**Q:** I have five density functionals applied to the same lead sulfide crystal, with every atom in the same place. Why don't they agree on the band gap, and why does one of them stand so far from the rest?

Quantum ESPRESSO 7.5, plane-wave DFT with norm-conserving pseudopotentials for PbS in one fixed cell (cubic edge 5.9315 Å), without spin polarisation or spin-orbit coupling. All rows use an 8×8×8 k mesh, Fermi-Dirac smearing of 0.05 eV and cutoffs of 761.919 eV (wavefunctions) and 3047.68 eV (density). The PBEsol gap on the path, like the others, comes from directly computed band energies. That run also attempted a Wannier interpolation, but it didn't converge and covers only eight low-lying states, so no gap here rests on it.

```csv
functional,potentials,gap on path (eV),direct gap on path (eV)
PBEsol,PseudoDojo 0.4.1 SR PBEsol standard,0.261,0.261
AM05,PseudoDojo 0.4.1 SR PBE standard,0.316,0.316
HLE16,PseudoDojo 0.4.1 SR PBE standard,1.483,1.483
PBEint,PseudoDojo 0.4.1 SR PBE standard,0.282,0.282
vdW-DF2,PseudoDojo 0.4.1 SR PBE standard,0.536,0.536
```

**A:** Start with what the two result columns mean. The "gap on path" is the smallest energy between a filled and an empty state along the chosen line of electron momenta; the "direct gap on path" asks for both states at the same momentum. The two agree in every row, so each functional makes PbS a direct-gap semiconductor. The gaps on the regular k mesh confirm these values in all five rows. PBEsol, PBEint and AM05 lie close to 0.3 eV, vdW-DF2 is nearly twice as high, and HLE16 is more than five times the PBEint value.

**Q:** If the atoms don't move, what is left to change the gap?

**A:** The potential that the electrons feel. A functional supplies the exchange and correlation part of it, and the electrons then rearrange, which alters the electrostatic part too. The gap changes only if the net effect moves the highest filled state and the lowest empty state by different amounts. If $\Delta\varepsilon_v$ is the movement of the valence top and $\Delta\varepsilon_c$ that of the conduction bottom, the gap $E_g$ changes by

$$\Delta E_g=\Delta\varepsilon_c-\Delta\varepsilon_v .$$

This is exact bookkeeping, so it can't fail. Its use is to show which edge moves more, once a common energy scale has been chosen.

**Q:** Are the two edges different enough in PbS to respond differently?

**A:** They are. Both lie at the L point of the Brillouin zone, as is well established for this material. The valence top is mainly sulfur 3p, mixed with the filled lead 6s shell and pushed upwards by it. The conduction bottom is mainly empty lead 6p. One state thus holds electrons mostly on the sulfur, while the other is an empty state centred on the lead, and a changed potential has no reason to treat them alike.

**Q:** Then let me follow vdW-DF2 first. Which edge moves?

**A:** Compare it with PBEint, which was run with the same pseudopotentials in the same cell, so that both sets of band energies count from the same kind of zero, fixed by the average electrostatic potential in the cell. The valence top stays where it was to within a thousandth of an electronvolt. The conduction bottom rises by 0.25 eV, and that is the whole increase of the gap. On this energy scale, vdW-DF2 opens the gap from above. The shared pseudopotentials were made for PBE, though, and match neither functional, so part of the rise may come from that mismatch.

**Q:** What in the functional lifts the empty state?

**A:** Here I can offer only a guess. The exchange part of vdW-DF2 responds more strongly to steep changes of the electron density than that of PBEint, and this may make the potential less attractive in the regions where the lead 6p state spreads out. Its correlation part is different too, however, and the two were changed together. Two runs that share the exchange part and differ only in correlation would help to tell them apart.

**Q:** Does HLE16 do the same thing, only more strongly?

**A:** Not on this energy scale. HLE16 lowers both edges relative to PBEint: the conduction bottom by 1.04 eV and the valence top by 2.24 eV. The gap therefore grows by $-1.04-(-2.24)=1.20$ eV. The filled state sinks further than the empty one, and only this difference is independent of the chosen zero. If the electron cloud contracts, the average potential can shift too, so the two separate movements shouldn't be read as absolute ones.

**Q:** Why would the filled state sink faster?

**A:** HLE16 was designed to widen gaps by strengthening exchange and weakening correlation. Exchange is an attraction that grows with the local electron density, so theory leads us to expect that a stronger dose deepens the potential most where electrons are already crowded. Filled states live in such places, whereas the empty lead 6p state extends more into thinner regions. The filled states then gain more.

The calculation also contains a sign that the electrons draw closer together. Their mutual electrostatic repulsion, the Hartree energy, is about 8% larger with HLE16 than with AM05. Since the nuclei are fixed, this fits an electron cloud drawn more tightly around the atoms. It is a total over all the electrons treated, though, and doesn't reveal which shell contracts most.

The band energies say more. From AM05 to HLE16 the filled levels sink by 3.5 eV per electron on average, the valence top by 2.2 eV and the conduction bottom by 1.1 eV. The average includes compact shells such as lead 5d, so this is the order to expect if the potential deepens most where electrons are crowded.

**Q:** So can I credit the full 1.2 eV to the functional?

**A:** Not safely. The pseudopotentials, which stand in for the inner electrons, were made for the PBE functional. For HLE16, which reshapes exchange and correlation so strongly, they are unfit. The large gap is therefore the result of this functional together with these pseudopotentials, and the share of each is unknown.

**Q:** What about the three that nearly agree? Should I explain their order as well?

**A:** Their closeness deserves an explanation more than their order does. PBEsol, PBEint and AM05 were all built with solids and surfaces in mind, and they correct only gently for the moderate density gradients common in solids. Similar potentials should give similar gaps, and the three lie within 0.06 eV of one another. Only PBEsol has matching pseudopotentials, while PBEint and AM05 were run with ones made for PBE, so its step of 0.02 eV to PBEint mixes two changes and can't be assigned to the functional.

**Q:** In practice I would let each functional choose its own lattice constant. Would the order survive?

**A:** That neighbouring series could look quite different at the top. The computed stress shows what each functional would do if the cell were released: vdW-DF2 is under a pressure of 7.6 GPa and would expand, while HLE16 is under a tension of 4.6 GPa and would shrink. In PbS, squeezing narrows the gap, because closer contact lets lead 6s push the sulfur 3p state higher. Expansion does the reverse.

**Q:** Can you put a size on that?

**A:** A rough one. Take the gap to fall by about 0.09 eV for each gigapascal of pressure, a recalled value for PbS, and assume that the same slope holds in both directions. Releasing the vdW-DF2 cell then widens its gap by $0.09\times7.62\approx0.7$ eV. Releasing the HLE16 cell narrows its gap by $0.09\times4.64\approx0.4$ eV.

Together the two movements come to about 1.1 eV, a little more than the 0.95 eV that separates these functionals in the fixed cell. The estimate is too crude to say which would end up higher, because a straight line is stretched over large changes of volume and the HLE16 stress suffers from the same unfit pseudopotentials. It does suggest that HLE16's clear lead may belong to this cell alone. In the relaxed series the two could lie close together or change places.

**Q:** And the lower three?

**A:** Their stresses stay below 1 GPa in size, so the same rule moves their gaps by less than a tenth of an electronvolt. They would remain a group of small gaps. By this rule PBEsol would stay the lowest, with PBEint and AM05 almost level. The gulf between that group and the two large gaps is thus sturdier than any ranking inside either.

**Q:** The measured gap of PbS is roughly 0.3 eV at low temperature. Doesn't that make the lower three the right choice for an infrared detector model?

**A:** The agreement is deceptive. These calculations leave out spin-orbit coupling, which is strong in lead. It splits the lead 6p levels and pulls the conduction bottom down, and in PbS this lowers the gap by several tenths of an electronvolt. That is as much as the three small gaps themselves, so with the coupling included they could nearly close, or the two edges could even exchange their order.

**Q:** Then HLE16 or vdW-DF2 might be better once the coupling is added?

**A:** The vdW-DF2 gap would come down towards the measured size in this cell, or even below it, but it would go up again if the cell were allowed to expand. HLE16 would still be far too high here. A detector model needs a calculation in which spin-orbit coupling, the lattice constant and the pseudopotentials are all settled before the functional is judged by its gap.

**Q:** How should I reason when somebody hands me a gap from yet another functional?

**A:** Ask first how it treats the filled sulfur 3p state compared with the empty lead 6p state. A functional that differs only mildly from PBEint should leave the gap nearly unchanged. Then ask which cell was used, since in PbS a functional that prefers a larger crystal gains a wider gap from the expansion as well. That direction isn't general: in gallium arsenide, expansion narrows the gap. The printed output below gives the edge movements and stresses for each row, so you can retrace both steps.

Printed output of the fit:

```
Gaps against PBEint:
      row  gap_eV  difference_eV   ratio
   PBEsol   0.261         -0.021  0.9255
     AM05   0.316          0.034   1.121
    HLE16   1.483          1.201   5.259
   PBEint   0.282              0       1
  vdW-DF2   0.536          0.254   1.901
Band edges against PBEint (PBEsol has other potentials) and stress:
      row  valence_top_shift_eV  conduction_bottom_shift_eV  pressure_GPa
   PBEsol              -0.09663                     -0.1179       -0.8242
     AM05             -0.008203                     0.02575       -0.2038
    HLE16                 -2.24                      -1.039        -4.642
   PBEint                     0                           0       0.02621
  vdW-DF2              0.000584                      0.2543         7.621
Step PBEsol to PBEint, eV: 0.021
Step PBEint to AM05, eV: 0.034
Step AM05 to vdW-DF2, eV: 0.22
Step vdW-DF2 to HLE16, eV: 0.947
Ratio of HLE16 gap to PBEsol gap: 5.682
Separation of filled and empty levels at Gamma in PBEint, eV: 7.365
Hartree energy of HLE16 less that of AM05, eV: 32.12
The same in percent: 7.781
Rough widening of the vdW-DF2 gap on relaxation, eV: 0.6859
Rough narrowing of the HLE16 gap on relaxation, eV: 0.4178
```
